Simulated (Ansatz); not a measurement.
# Os (P6_3/mmc) in Ansatz: notebook

Runs on Os. Level: r2SCAN+rVV10. Tasks: single point, equation of state.

Everything below comes from runs of Ansatz 0.2.0. Logs are shortened: lines on timing, memory, paths and dates and some standing lists are left out, and cuts for length are marked.

**1. The crystal as given**

Symmetry: P6_3/mmc, No. 194, hexagonal system. Conventional cell: a = 2.734 Å, b = 2.734 Å, c = 4.320 Å, α = 90.00°, β = 90.00°, γ = 120.00°. Os (site symmetry -6m2) is surrounded by 12 Os at 2.68 to 2.73 Å.

**2. Single point, r2SCAN+rVV10, 13.14 Å³/atom (volume scaled by 0.94)**

input.yaml

```yaml
crystal:
  lattice:
    - [2.6782863798, 0.0, 0.0]
    - [-1.3391431899, 2.3194640436, 0.0]
    - [0.0, 0.0, 4.2315181138]
  atoms:
    - { symbol: Os, position: [0.6666666667, 0.3333333333, 0.75] }
    - { symbol: Os, position: [0.3333333333, 0.6666666667, 0.25] }
hamiltonian:
  xc: r2scan
  pseudopotentials: { kind: paw }
  dispersion: rvv10
kpoints:
  mp_grid: { grid: [11, 11, 6] }
scf:
  occupations: { method: fermi_dirac, width: 0.05 }
output:
  forces: true
  stress: true
  eigenvalues: true
```

Potentials or basis: Ansatz PAW.

Started as:

```sh
> ansatz run input.yaml --threads 2 --pin off --max-ram 5120MiB --backend cpu --events-out ev --progress --plain --runs-dir out
```

The log of the run:

```text
Warning: RAYON_NUM_THREADS=2 ignored (pool sized by the plan → 2); use --threads N
Engine: ansatz 0.2.0, aarch64-unknown-linux-gnu
Pseudopotentials: kind: paw
Pseudopotential: Os, paw, valence charge 16, recommended cutoff 500 eV (meta_gga), Os.paw.azcp
Functional definition: r2SCAN+rVV10
  parameter k0 = 0.174
  parameter k1 = 0.065
  parameter a1 = 4.9479
  exchange = r2scan_x(k0 = k0, k1 = k1, a1 = a1)
  correlation = r2scan_c + rvv10(11.95, 0.0093)
Crystal: 2 atoms, lattice volume = 26.287 Å³
Basis set: ecut = 500 eV, 687 PW (Γ), exchange–correlation on 96×96×144 points (64 copies of the dense FFT grid, shifted against one another)
Bands: 20, of which v1, the nominal top of the filled ones, is band 16 counted from 1 (15 counted from 0)
Symmetry: 24 space group operations
Space group: P63/mmc (ITA 194), of the structure as read, at distance tolerance 3.0e-5 Å
k-points: 64 of 726
Non-local potential: Os, projectors of the file, l = 0: 3, l = 1: 2, l = 2: 2, l = 3: 1
PAW form: soft (Blöchl's): semilocal exchange-correlation on the pseudo side does not see the compensation charge
rVV10 density: all electrons in the spheres
PAW frozen core: Os, regenerated for the run's functional (the file was generated under x = pbe(κ = 0.804, μ = 0.2195149727645171), c = pbe(β = 0.06672455060314922))
PAW one-centre angular grid: Os, 590 points (default); XC on 160 Gauss nodes
Initial density: superposition of atomic densities (neutral atoms: chi_scale 0, normalization atom), corrected by the library's trained network
Initial wavefunctions: pseudopotential atomic-orbital guess
Functional: x = r2scan, c = r2scan + rvv10(b = 11.95, C = 0.0093); τ floored in thin density (d = 2e-4 eV/Å³)
SCF iter   1: F=—  HF=-22789.430862 eV  |F-HF|=—  |Δ(HF+E_count)|=         —  Δρ=1.13e-2  dr2=6.74e-3  dr2_τ=5.28e-2  ethr=1.77e-3  ⟨swp⟩=5.3  Hψ=5356  notcnv=0
preconditioner: auto → none  [metal: Δε(μ)=0.064 eV  Ē_g=7.779 eV  σ=0.050 eV  W_gap=0.30  n_scr=8 (ndim 8)  ℏωp=29.0 eV  f_vac=0.000  D(μ)=1.29/eV (n_scr^D=10)  sad-step TF]
SCF iter   2: F=—  HF=-22789.490670 eV  |F-HF|=—  |Δ(HF+E_count)|=   5.98e-2  Δρ=6.92e-3  dr2=2.67e-3  dr2_τ=4.98e-4  ethr=2.11e-5  ⟨swp⟩=2.0  Hψ=2553  notcnv=0  defer=7
SCF iter   3: F=—  HF=-22789.496661 eV  |F-HF|=—  |Δ(HF+E_count)|=   5.99e-3  Δρ=9.67e-4  dr2=2.11e-4  dr2_τ=3.33e-5  ethr=8.34e-6  ⟨swp⟩=2.9  Hψ=2420  notcnv=0  defer=7
SCF iter   4: F=—  HF=-22789.496736 eV  |F-HF|=—  |Δ(HF+E_count)|=   7.52e-5  Δρ=4.82e-4  dr2=3.54e-5  dr2_τ=4.10e-6  ethr=6.59e-7  ⟨swp⟩=2.0  Hψ=1794  notcnv=0  defer=7
SCF iter   5: F=—  HF=-22789.496795 eV  |F-HF|=—  |Δ(HF+E_count)|=   5.90e-5  Δρ=1.70e-4  dr2=5.20e-6  dr2_τ=8.26e-7  ethr=1.11e-7  ⟨swp⟩=2.0  Hψ=1792  notcnv=0  defer=7
SCF iter   6: F=-22789.496802 eV  HF=-22789.496802 eV  |F-HF|=1.16e-7  |Δ(HF+E_count)|=   7.53e-6  Δρ=2.15e-5  dr2=7.29e-8  dr2_τ=4.56e-9  ethr=3.13e-10  ⟨swp⟩=4.2  Hψ=6068  notcnv=0
SCF 1 converged in 6 iterations: F = -22789.496802 eV  dr2 = 7.29e-8
SCF converged after 6 iterations
Free energy (F): -22789.496802 eV
Harris-Foulkes:  -22789.496802 eV  (|F-HF|=1.16e-7)
Internal energy: -22789.485576 eV  (E = F + TS)
E sigma→0 (E₀):  -22789.491189 eV
Entropy (-TS):   -0.011226 eV (-5.613 meV/atom)
Fermi energy:    27.741367 eV
--- Per-component energies (eV) ---
  E_band       = -107.258145
  E_kinetic    = 1132.384630
  E_local      = -1445.580158  (includes V_loc(G=0)·N_el)
  E_nonlocal   = -1.484148
  E_hartree    = 618.508423
  E_xc         = -502.871991
  E_vxc        = -631.872403  (∫ρ·V_xc dr)
  E_paw        = -18079.011633  (= ΣΔE_a)
  E_vpaw       = -434.578780  (= ΣTr[D̂ρ^β])
  E_aug_tail   = -0.000259  (compensation charges beyond the density's cutoff)
  E_vtau       = 36.855050  (kinetic-family band-sum trace: ∫τ·v_τ [+ j·A + Jᵃ·Aᵃ] dr)
  E_ewald      = -4510.660414
  E_core_change = -0.770026  (= ΣΔE_core)
  E_smearing   = -0.011226  (= −TS)
  E_closure    = -0.000000  (closes the sum)
  Σ components = -22789.496802   (vs F -22789.496802, Δ=0.00e0)
--- Forces (eV/Å), atoms counted from 1 ---
  atom   1  Os     0.00000000    -0.00000000     0.00000000
  atom   2  Os     0.00000000     0.00000000     0.00000000
  max |Σ_I F_I| component: 1.85e-17 eV/Å
--- Stress (GPa, compression-positive) ---
       28.161512      -0.000000       0.000000
        0.000000      28.161512       0.000000
        0.000000       0.000000      29.698751
  P = ⅓ Tr σ = 28.6739 GPa (286.739 kbar)
--- Band table (eV; the first three rows and the last of 64) ---
  k-point 0: bands = ["-60.9297", "-60.7553", "-20.5427", "-19.2928", "-19.2928", "-19.0606", "-19.0606", "-18.9948", "15.7853", "19.0272", "24.3171", "24.3171", "24.6162", "25.2798", "25.2798", "26.0061", "26.0061", "27.8061", "29.7262", "29.7262"]
  k-point 1: bands = ["-60.9181", "-60.7671", "-20.4457", "-19.2774", "-19.2774", "-19.1061", "-19.0763", "-19.0763", "16.1735", "19.0911", "24.1135", "24.1135", "24.3911", "25.0315", "25.0315", "26.5632", "26.5632", "26.7031", "29.7718", "29.7718"]
  k-point 2: bands = ["-60.8864", "-60.7992", "-20.1765", "-19.4041", "-19.2352", "-19.2352", "-19.1192", "-19.1192", "17.2169", "19.0874", "23.9086", "23.9503", "23.9503", "24.5205", "24.5205", "24.7901", "27.6954", "27.6954", "29.5923", "29.5923"]
  k-point 63: bands = ["-60.7450", "-60.7450", "-20.2453", "-20.2453", "-19.8331", "-19.8331", "-19.2662", "-19.2662", "20.9393", "20.9393", "22.3275", "22.3275", "23.9076", "23.9076", "26.2970", "26.2970", "29.7858", "29.7858", "36.3918", "36.3918"]
```

Run time: 2.6 s. Hardware: 2 threads of Arm Neoverse V2, shared host; peak memory 0.41 GiB.

Results:

```yaml
Free_energy: -22789.4968 eV
Pressure: 28.7 GPa
Band_gap_on_the_k_mesh: none (metal or under the smearing width)
```

Caveat: pairwise dispersion overbinds metals, which lowers pressure and volume; the PAW data sets come from PBE, with cores solved anew for the run's functional, which leaves a small shift of forces and pressure.

**3. Single point, r2SCAN+rVV10, 13.42 Å³/atom (volume scaled by 0.96)**

Edit input.yaml of step 2 so:

```diff
@@ -2,5 +2,5 @@
   lattice:
-    - [2.6782863798, 0.0, 0.0]
-    - [-1.3391431899, 2.3194640436, 0.0]
-    - [0.0, 0.0, 4.2315181138]
+    - [2.697148173, 0.0, 0.0]
+    - [-1.3485740865, 2.3357988356, 0.0]
+    - [0.0, 0.0, 4.261318519]
   atoms:
@@ -20 +20,5 @@
   eigenvalues: true
+  write_density: true
+  write_potential: true
+  elf: true
+  volumetric_format: npy
```

Potentials or basis: Ansatz PAW.

Started as:

```sh
> ansatz run input.yaml --threads 2 --pin off --max-ram 5120MiB --backend cpu --events-out ev --progress --plain --runs-dir out
```

Wall time 3.2 s (2 threads of Arm Neoverse V2, shared host); peak memory 0.42 GiB.

Results (log left out):

```yaml
Free_energy: -22789.5766 eV
Pressure: 17.2 GPa
Band_gap_on_the_k_mesh: none (metal or under the smearing width)
```

Caveat: pairwise dispersion overbinds metals, which lowers pressure and volume; the PAW data sets come from PBE, with cores solved anew for the run's functional, which leaves a small shift of forces and pressure.

**4. Single point, r2SCAN+rVV10, 13.70 Å³/atom (volume scaled by 0.98)**

Edit input.yaml of step 3 so:

```diff
@@ -2,5 +2,5 @@
   lattice:
-    - [2.697148173, 0.0, 0.0]
-    - [-1.3485740865, 2.3357988356, 0.0]
-    - [0.0, 0.0, 4.261318519]
+    - [2.7157497827, 0.0, 0.0]
+    - [-1.3578748913, 2.3519083021, 0.0]
+    - [0.0, 0.0, 4.2907078513]
   atoms:
@@ -20,5 +20 @@
   eigenvalues: true
-  write_density: true
-  write_potential: true
-  elf: true
-  volumetric_format: npy
```

Started as:

```sh
> ansatz run input.yaml --threads 2 --pin off --max-ram 5120MiB --backend cpu --events-out ev --progress --plain --runs-dir out
```

Wall time 2.8 s (2 threads of Arm Neoverse V2, shared host); peak memory 0.41 GiB.

Results (log left out):

```
Free energy            : -22789.6185 eV
Pressure               : 7.0 GPa
Band gap on the k mesh : none (metal or under the smearing width)
```

Caveat: pairwise dispersion overbinds metals, which lowers pressure and volume; the PAW data sets come from PBE, with cores solved anew for the run's functional, which leaves a small shift of forces and pressure.

**5. Single point, r2SCAN+rVV10, 13.98 Å³/atom**

Edit input.yaml of step 4 so:

```diff
@@ -2,5 +2,5 @@
   lattice:
-    - [2.7157497827, 0.0, 0.0]
-    - [-1.3578748913, 2.3519083021, 0.0]
-    - [0.0, 0.0, 4.2907078513]
+    - [2.7341, 0.0, 0.0]
+    - [-1.36705, 2.3678000565, 0.0]
+    - [0.0, 0.0, 4.3197]
   atoms:
```

Started as:

```sh
> ansatz run input.yaml --threads 2 --pin off --max-ram 5120MiB --backend cpu --events-out ev --progress --plain --runs-dir out
```

Wall time 2.8 s (2 threads of Arm Neoverse V2, shared host); peak memory 0.41 GiB.

It converged, with:

| Quantity | Value |
| --- | --- |
| Free energy | -22789.6269 eV |
| Pressure | -2.1 GPa |
| Band gap on the k mesh | none (metal or under the smearing width) |

Caveat: pairwise dispersion overbinds metals, which lowers pressure and volume; the PAW data sets come from PBE, with cores solved anew for the run's functional, which leaves a small shift of forces and pressure.

**6. Single point, r2SCAN+rVV10, 14.26 Å³/atom (volume scaled by 1.02)**

Edit input.yaml of step 5 so:

```diff
@@ -2,5 +2,5 @@
   lattice:
-    - [2.7341, 0.0, 0.0]
-    - [-1.36705, 2.3678000565, 0.0]
-    - [0.0, 0.0, 4.3197]
+    - [2.7522071502, 0.0, 0.0]
+    - [-1.3761035751, 2.3834813086, 0.0]
+    - [0.0, 0.0, 4.3483081185]
   atoms:
```

Potentials or basis: Ansatz PAW.

Started as:

```sh
> ansatz run input.yaml --threads 2 --pin off --max-ram 5120MiB --backend cpu --events-out ev --progress --plain --runs-dir out
```

Wall time 2.8 s (2 threads of Arm Neoverse V2, shared host); peak memory 0.41 GiB.

It converged, with:

```
Free energy            : -22789.6052 eV
Pressure               : -10.2 GPa
Band gap on the k mesh : none (metal or under the smearing width)
```

Caveat: pairwise dispersion overbinds metals, which lowers pressure and volume; the PAW data sets come from PBE, with cores solved anew for the run's functional, which leaves a small shift of forces and pressure.

**7. Single point, r2SCAN+rVV10, 14.54 Å³/atom (volume scaled by 1.04)**

Edit input.yaml of step 6 so:

```diff
@@ -2,5 +2,5 @@
   lattice:
-    - [2.7522071502, 0.0, 0.0]
-    - [-1.3761035751, 2.3834813086, 0.0]
-    - [0.0, 0.0, 4.3483081185]
+    - [2.770079126, 0.0, 0.0]
+    - [-1.385039563, 2.3989588936, 0.0]
+    - [0.0, 0.0, 4.3765446767]
   atoms:
```

Started as:

```sh
> ansatz run input.yaml --threads 2 --pin off --max-ram 5120MiB --backend cpu --events-out ev --progress --plain --runs-dir out
```

Run time: 2.8 s. Hardware: 2 threads of Arm Neoverse V2, shared host; peak memory 0.42 GiB.

It converged, with:

- Free energy: -22789.5568 eV
- Pressure: -17.4 GPa
- Band gap on the k mesh: none (metal or under the smearing width)

Caveat: pairwise dispersion overbinds metals, which lowers pressure and volume; the PAW data sets come from PBE, with cores solved anew for the run's functional, which leaves a small shift of forces and pressure.

**8. Single point, r2SCAN+rVV10, 14.82 Å³/atom (volume scaled by 1.06)**

Edit input.yaml of step 7 so:

```diff
@@ -2,5 +2,5 @@
   lattice:
-    - [2.770079126, 0.0, 0.0]
-    - [-1.385039563, 2.3989588936, 0.0]
-    - [0.0, 0.0, 4.3765446767]
+    - [2.7877234178, 0.0, 0.0]
+    - [-1.3938617089, 2.4142392985, 0.0]
+    - [0.0, 0.0, 4.404421509]
   atoms:
```

Started as:

```sh
> ansatz run input.yaml --threads 2 --pin off --max-ram 5120MiB --backend cpu --events-out ev --progress --plain --runs-dir out
```

Wall time 2.9 s (2 threads of Arm Neoverse V2, shared host); peak memory 0.42 GiB.

It converged, with:

```yaml
Free_energy: -22789.4847 eV
Pressure: -23.8 GPa
Band_gap_on_the_k_mesh: none (metal or under the smearing width)
```

Caveat: pairwise dispersion overbinds metals, which lowers pressure and volume; the PAW data sets come from PBE, with cores solved anew for the run's functional, which leaves a small shift of forces and pressure.

**9. Equation of state, r2SCAN+rVV10**

Potentials or basis: Ansatz PAW.

This step only gathers the single runs of the series.

What came out:

- Equilibrium volume: 13.92 Å³/atom
- Bulk modulus at fixed shape and positions: 439 GPa
- Pressure derivative of the bulk modulus: 4.8

Energy against volume, from the lowest point:
```
volume (Å³/atom)  energy (meV/atom)
          13.143              65.03
          13.423              25.16
          13.703               4.16
          13.982               0.00
          14.262              10.83
          14.542              35.02
          14.821              71.09
```

Caveat: the cell was scaled at fixed shape and fractional positions, which overstates the stiffness of a crystal with free parameters, most of all of layers and chains; the PAW data sets were made with another functional, which shifts forces and pressure a little.
